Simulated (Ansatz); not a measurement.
# Si3N4: a ladder of calculations

Cell of run 1: a COD entry, atoms as given.

```cif
data_Si3N4
_symmetry_space_group_name_H-M 'I-43d'
_symmetry_Int_Tables_number 220
_cell_length_a 6.4747
_cell_length_b 6.4747
_cell_length_c 6.4747
_cell_angle_alpha 90.000
_cell_angle_beta 90.000
_cell_angle_gamma 90.000
loop_
_atom_site_label
_atom_site_type_symbol
_atom_site_symmetry_multiplicity
_atom_site_Wyckoff_symbol
_atom_site_fract_x
_atom_site_fract_y
_atom_site_fract_z
Si Si 12 b 0.3750 0.5000 0.7500
N N 16 c 0.2814 0.2814 0.2814
```

One atom of each set is listed; the run and its k-mesh use a cell of 14 atoms with edges of 5.61, 5.61, 5.61 Å.

Relaxed positions (PBE, cell held):

Si (0.3750, 0.5000, 0.7500)
N (0.2814, 0.2814, 0.2814)

All runs are DFT with Ansatz 0.2.0 (plane waves and PAW, scalar-relativistic unless spin–orbit coupling is named, Γ-centred meshes, Fermi–Dirac smearing where given) in this cell.

Run 1: PBE, atoms as given; 420 eV, 6×6×6 k-points, smearing 0.02 eV.
Run 2: r2SCAN, at the relaxed atoms; 500 eV, 6×6×6 k-points, smearing 0.02 eV.
Run 3: LDA, at the relaxed atoms; 420 eV, 6×6×6 k-points, smearing 0.02 eV.
Run 4: PBEsol, at the relaxed atoms; 420 eV, 6×6×6 k-points, smearing 0.02 eV.

```csv
run,Si V_zz (η),N V_zz (η)
1,-0.10 (0.00),-5.77 (0.00)
2,-0.10 (0.00),-5.92 (0.00)
3,-0.11 (0.00),-5.59 (0.00)
4,?,?
```

V_zz in 10²¹ V/m².

Question: Estimate the row of run 4.

Answer: Si: -0.11 (0.00); N: -5.55 (0.00). It lies nearest to run 3, from whose tensors on these sites it differs by 0.04 at most (largest principal value of the difference, on N).

The cell isn't the equilibrium one in run 3 (calculated pressure -8 GPa), and the entry's cell may itself be off.
